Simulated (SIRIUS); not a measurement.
The system is SnTe.

```
CELL_PARAMETERS angstrom
0.00000 3.61115 3.61115
3.61115 0.00000 3.61115
3.61115 3.61115 0.00000
ATOMIC_POSITIONS crystal
Te 0.25000 0.25000 0.25000
Sn 0.00000 0.00000 0.00000
```

Measurements of this composition are mostly on another form, of space group No. 225.

```yaml
Program: SIRIUS 7.12.0
Task: single point
Functional: PBEsol
Potentials_or_basis: all-electron FP-LAPW
Cutoff: 149 eV
Basis: apw+lo standard
k_mesh: 7 × 7 × 7
Occupations: fermi-dirac, width 0.05 eV
Spin: no spin polarisation
```

On this cell: largest force zero by symmetry; band gap on the k mesh 0.29 eV, indirect (least direct gap 0.79 eV).

The same run follows on a disturbed copy (atoms moved at random):

```
CELL_PARAMETERS angstrom
0.00000 3.61115 3.61115
3.61115 0.00000 3.61115
3.61115 3.61115 0.00000
ATOMIC_POSITIONS crystal
Te 0.25104 0.25696 0.24113
Sn 0.00788 0.99528 0.99274
```

Task: What changes?

Result: The energy moves by +1.5 meV/atom; largest force 0.118 eV/Å; band gap on the k mesh 0.26 eV, indirect (least direct gap 0.79 eV).

Forces in eV/Å, atoms in the order of the input:
```
Te  -0.083  0.071 -0.043
Sn   0.083 -0.071  0.043
```

Caveats: spin-orbit coupling is left out, which moves the levels of the heavy elements; an odd mesh through Γ misses points on the zone boundary, where band edges often lie.
